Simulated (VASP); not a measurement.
# La (P6_3/mmc) in VASP: notebook, part 2 of 2

VASP 6.6.1. Earlier steps stand in the parts before.

**5. Single point, LDA**

Input file INCAR:

```
SYSTEM = La
PREC = Accurate ; ENCUT = 350
EDIFF = 1E-6 ; ISMEAR = -1
SIGMA = 0.1 ; LREAL = .FALSE.
LASPH = .TRUE. ; NELM = 100
ALGO = Normal ; ISIF = 2
LWAVE = .FALSE. ; LCHARG = .FALSE.
GGA = CA ; ADDGRID = .FALSE.
```

Input file KPOINTS:

```
Automatic mesh
0
G
  11 11 6
  0 0 0
```

Input file POSCAR:

```
La
1.0
    3.7500000000      0.0000000000      0.0000000000
   -1.8750000000      3.2475952642      0.0000000000
    0.0000000000      0.0000000000      6.0700000000
La
2
Direct
    0.6666666667      0.3333333333      0.7500000000
    0.3333333333      0.6666666667      0.2500000000
```

Potentials or basis: VASP PAW LDA potentials, release 64 (La).

The run is started by

```bash
$ cat potpaw_LDA.64/La/POTCAR > POTCAR
$ mpirun -np 1 vasp_std > vasp.out
```

OUTCAR:

```text
SYSTEM = La
   PREC = Accurate
   ENCUT = 350
   EDIFF = 1E-6
   ISMEAR = -1
   LREAL = .FALSE.
   LASPH = .TRUE.
   NELM = 100
   ISIF = 2
   GGA = CA

 Found     64 irreducible k-points:

 Following reciprocal coordinates:
            Coordinates               Weight
  0.000000  0.000000  0.000000      1.000000
  0.090909 -0.000000  0.000000      6.000000
  0.181818 -0.000000  0.000000      6.000000
  0.272727 -0.000000  0.000000      6.000000
  0.363636 -0.000000  0.000000      6.000000
  0.454545 -0.000000  0.000000      6.000000
   k-points           NKPTS =     64   k-points in BZ     NKDIM =     64   number of bands    NBANDS=     15
   number of dos      NEDOS =    301   number of ions     NIONS =      2
   total plane-waves  NPLWV =  23040
   dimension x,y,z NGX =    24 NGY =   24 NGZ =   40
   dimension x,y,z NGXF=    48 NGYF=   48 NGZF=   80
   ions per type =               2
   NGX,Y,Z   is equivalent  to a cutoff of  10.64, 10.64, 10.96 a.u.
   NGXF,Y,Z  is equivalent  to a cutoff of  21.28, 21.28, 21.91 a.u.
 SYSTEM =  La
   PREC   = accura    normal or accurate (medium, high low for compatibility)
   ISTART =      0    job   : 0-new  1-cont  2-samecut
   ICHARG =      2    charge: 1-file 2-atom 10-const
   ISPIN  =      1    spin polarized calculation?
   LNONCOLLINEAR =      F non collinear calculations
   LSORBIT =      F    spin-orbit coupling
   LASPH  =      T    aspherical Exc in radial PAW
   ENCUT  =  350.0 eV  25.72 Ry    5.07 a.u.   5.72  5.72  9.26*2*pi/ulx,y,z
   NELM   =    100;   NELMIN=  2; NELMDL= -5     # of ELM steps
   EDIFF  = 0.1E-05   stopping-criterion for ELM
   LREAL  =      F    real-space projection
   EDIFFG = 0.1E-04   stopping-criterion for IOM
   NSW    =      0    number of steps for IOM
   IBRION =     -1    ionic relax: 0-MD 1-quasi-New 2-CG
   NFREE  =      0    steps in history (QN), initial steepest desc. (CG)
   ISIF   =      2    stress and relaxation
   ISYM   =      2    0-nonsym 1-usesym 2-fastsym
   POTIM  = 0.5000    time-step for ionic-motion
   TEBEG  =    0.0;   TEEND  =   0.0 temperature during run
   PSTRESS=    0.0 pullay stress
   NELECT =      22.0000    total number of electrons
   NUPDOWN=      -1.0000    fix difference up-down
   EMIN   =  10.00;   EMAX   =-10.00  energy-range for DOS
   EFERMI =   0.00;   METHOD = LEGACY
   ISMEAR =    -1;   SIGMA  =   0.10  broadening in eV -4-tet -1-fermi 0-gaus
   EFERMI_NEDOS =   21; number of points for ismear=-14 and -15
   IALGO  =     38    algorithm
   IMIX   =      4    mixing-type and parameters
     AMIX     =   0.40;   BMIX     =  1.00
     AMIX_MAG =   1.60;   BMIX_MAG =  1.00
  volume/ion in A,a.u.               =      36.96       249.43
  Fermi-wavevector in a.u.,A,eV,Ry     =   1.093004  2.065478 16.254307  1.194658
  Thomas-Fermi vector in A             =   2.229281
   LORBIT       =      0    0 simple, 1 ext, 2 COOP (PROOUT), +10 PAW based schemes
   GGA     = CA    functional components
   LHFCALC =     F    Hartree Fock is set to
   AEXX    =    0.0000 exact exchange contribution
   IVDW    =     0    specifies the selected vdW correction
   LEPSILON=     F    determine dielectric tensor
   LRPA    =     F    only Hartree local field effects (RPA)
 non-spin polarized calculation
  energy-cutoff  :      350.00
  volume of cell :       73.92
 maximum number of plane-waves:      1110
 NGX is ok and might be reduce to    24
   NGX = 11   NGY = 11   NGZ = 19

 number of electron      22.0000001 magnetization

 Free energy of the ion-electron system (eV)
  ---------------------------------------------------
  ext. energy  EPLUGINS =         0.00000000
  ---------------------------------------------------
  free energy    TOTEN  =       -11.05708559 eV

  energy without entropy =      -10.92887857  energy(sigma->0) =      -10.99298208

 E-fermi :   7.6917     XC(G=0):  -9.7830

 val. band max:        7.6897603111   @ k =   0.3636   0.2727   0.3333
 cond. band min:       7.7023701506   @ k =   0.2727   0.2727   0.1667
 fundamental gap:      0.0126098396
 Fermi energy:         7.6916548977

 k-point     1 :       0.0000    0.0000    0.0000
  band No.  band energies     occupation
      1     -25.0356      2.00000
      2     -24.8261      2.00000
      3      -9.4430      2.00000
      4      -8.2098      2.00000
      5      -8.2098      2.00000
      6      -8.0187      2.00000
      7      -8.0187      2.00000
      8      -7.9909      2.00000
      9       4.5041      2.00000
     10       5.9310      2.00000
     11       8.7029      0.00008
     12       8.9938      0.00000
     13       8.9941      0.00000
     14       9.0820      0.00000
     15       9.1628      0.00000

 k-point     2 :       0.0909   -0.0000    0.0000
  band No.  band energies     occupation
      1     -25.0219      2.00000
      2     -24.8196      2.00000
      3      -9.4074      2.00000
      4      -8.3029      2.00000
      5      -8.2388      2.00000
      6      -8.1144      2.00000
      7      -8.0305      2.00000
      8      -8.0056      2.00000
      9       4.7259      2.00000
     10       6.1349      2.00000
     11       8.3252      0.00354
     12       8.9254      0.00001
     13       8.9292      0.00001
     14       9.0766      0.00000
     15       9.0982      0.00000

 k-point     3 :       0.1818   -0.0000    0.0000
  band No.  band energies     occupation
      1     -24.9840      2.00000
      2     -24.8028      2.00000
      3      -9.3058      2.00000
      4      -8.5476      2.00000
      5      -8.3575      2.00000
      6      -8.3126      2.00000
      7      -8.0651      2.00000
      8      -8.0508      2.00000
      9       5.3044      2.00000
     10       6.5766      1.99997
     11       7.9101      0.20231
     12       8.3102      0.00411
     13       8.6475      0.00014
     14       8.9185      0.00001
     15       9.1839      0.00000

 k-point     4 :       0.2727   -0.0000    0.0000
  band No.  band energies     occupation
      1     -24.9314      2.00000
      2     -24.7831      2.00000
      3      -9.1537      2.00000
      4      -8.8568      2.00000
      5      -8.6516      2.00000
      6      -8.4028      2.00000
      7      -8.1283      2.00000
      8      -8.1140      2.00000
      9       5.9686      2.00000
     10       6.6419      1.99994
     11       7.5407      1.63786
     12       8.0450      0.05677
     13       8.6429      0.00015
     14       8.8317      0.00002
     15       9.0911      0.00000

 k-point     5 :       0.3636   -0.0000    0.0000
  band No.  band energies     occupation
      1     -24.8779      2.00000
      2     -24.7694      2.00000
      3      -9.1294      2.00000
      4      -8.9796      2.00000
      5      -8.9031      2.00000
      6      -8.4812      2.00000
      7      -8.2331      2.00000
      8      -8.1610      2.00000
      9       6.2424      2.00000
     10       6.4940      1.99999
     11       6.9326      1.99899
     12       8.4588      0.00093
     13       8.8294      0.00002
     14       8.9939      0.00000
     15       9.0808      0.00000

 k-point     6 :       0.4545   -0.0000    0.0000
  band No.  band energies     occupation
      1     -24.8407      2.00000
      2     -24.7662      2.00000
      3      -9.2863      2.00000
      4      -9.0459      2.00000
      5      -8.8392      2.00000
      6      -8.5261      2.00000
      7      -8.3319      2.00000
      8      -8.1894      2.00000
      9       6.1175      2.00000
     10       6.5271      1.99998
     11       6.6068      1.99996
     12       8.8266      0.00002
     13       8.9142      0.00001
     14       8.9279      0.00001
     15       9.0903      0.00000

 [... further k-points ...]

------------------------ aborting loop because EDIFF is reached ----------------------------------------

  FORCE on cell =-STRESS in cart. coord.  units (eV):
  Direction    XX          YY          ZZ          XY          YZ          ZX
  --------------------------------------------------------------------------------------
  -------------------------------------------------------------------------------------
  Total       -1.3693107     -1.3693107     -1.3932969      0.0000000     -0.0000000      0.0000000
  in kB      -29.6777327    -29.6777327    -30.1975976      0.0000000     -0.0000000      0.0000000
  external PRESSURE =     -29.8510210 kB  Pullay stress =       0.0000000 kB

 VOLUME and BASIS-vectors are now :
 -----------------------------------------------------------------------------
  energy-cutoff  :      350.00
  volume of cell :       73.92
      direct lattice vectors                 reciprocal lattice vectors
     3.750000000  0.000000000  0.000000000     0.266666667  0.153960072  0.000000000
    -1.875000000  3.247595264  0.000000000     0.000000000  0.307920144  0.000000000
     0.000000000  0.000000000  6.070000000     0.000000000  0.000000000  0.164744646

 POSITION                                       TOTAL-FORCE (eV/Angst)
 -----------------------------------------------------------------------------------
      1.87500      1.08253      4.55250         0.000000     -0.000000      0.000000
     -0.00000      2.16506      1.51750        -0.000000      0.000000      0.000000
 -----------------------------------------------------------------------------------
    total drift:                                0.000000     -0.000000      0.000000

  FREE ENERGIE OF THE ION-ELECTRON SYSTEM (eV)
  ---------------------------------------------------
  free  energy   TOTEN  =       -11.0570855910 eV

  energy  without entropy=      -10.9288785732  energy(sigma->0) =      -10.99298208
```

OSZICAR:

```text
N       E                     dE             d eps       ncg     rms          rms(c)
DAV:   1     0.223253916045E+03    0.22325E+03   -0.65837E+03  1928   0.149E+03
DAV:   2     0.220359745775E+02   -0.20122E+03   -0.19963E+03  2926   0.342E+02
DAV:   3    -0.728115218886E+01   -0.29317E+02   -0.28755E+02  3314   0.143E+02
DAV:   4    -0.107504254185E+02   -0.34693E+01   -0.33856E+01  3840   0.445E+01
DAV:   5    -0.110633091582E+02   -0.31288E+00   -0.30754E+00  3152   0.122E+01    0.323E+00
DAV:   6    -0.110745376482E+02   -0.11228E-01   -0.49243E-01  3840   0.542E+00    0.162E+00
DAV:   7    -0.110587483043E+02    0.15789E-01   -0.36709E-02  3448   0.157E+00    0.495E-01
DAV:   8    -0.110570113623E+02    0.17369E-02   -0.37223E-03  3840   0.527E-01    0.519E-02
DAV:   9    -0.110570723476E+02   -0.60985E-04   -0.50372E-04  3808   0.171E-01    0.348E-02
DAV:  10    -0.110570857830E+02   -0.13435E-04   -0.54277E-05  3808   0.492E-02    0.237E-02
DAV:  11    -0.110570856551E+02    0.12790E-06   -0.13624E-05  3064   0.397E-02    0.395E-03
DAV:  12    -0.110570855910E+02    0.64101E-07   -0.48229E-07  2304   0.941E-03
   1 F= -.11057086E+02 E0= -.10992982E+02  d E =-.128207E+00
```

Wall time 24 s (1 thread of AMD EPYC 9R45 (Zen 5), shared host); peak memory 0.14 GiB.

The run converged, but some of its settings lie outside the range that counts as converged, so its numbers aren't taken as properties of the crystal.

Results:

```
Free energy            : -11.0571 eV
Pressure               : -3.0 GPa
Band gap on the k mesh : none (metal or under the smearing width)
```

**6. Single point, LDA**

INCAR is that of step 5.

KPOINTS is that of step 5.

Input file POSCAR:

```
La
1.0
    3.7500000000      0.0000000000      0.0000000000
   -1.8750000000      3.2475952642      0.0000000000
    0.0000000000      0.0000000000      6.0700000000
La
2
Direct
    0.6527560000      0.3219160000      0.7382770000
    0.3157440000      0.6620370000      0.2676620000
```

Potentials or basis: VASP PAW LDA potentials, release 64 (La).

The run is started by

```bash
$ cat potpaw_LDA.64/La/POTCAR > POTCAR
$ mpirun -np 1 vasp_std > vasp.out
```

It took 2.1 min on 1 thread of AMD EPYC 9R45 (Zen 5), shared host; peak memory 0.31 GiB.

The run converged, but some of its settings lie outside the range that counts as converged, so its numbers aren't taken as properties of the crystal.

Results:

- Free energy: -11.0379 eV
- Pressure: -2.8 GPa
- Largest force: 0.228 eV/Å
- Band gap on the k mesh: none (metal or under the smearing width)

**7. For comparison**

An earlier run on the cell as given: functional PBE; potentials or basis VASP PAW PBE potentials, release 64 (La); cutoff 520 eV; k mesh 8 × 8 × 5; occupations fermi-dirac, width 0.05 eV; no spin polarisation.

- Pressure: 0.7 GPa
- Band gap on the k mesh: none (metal or under the smearing width)
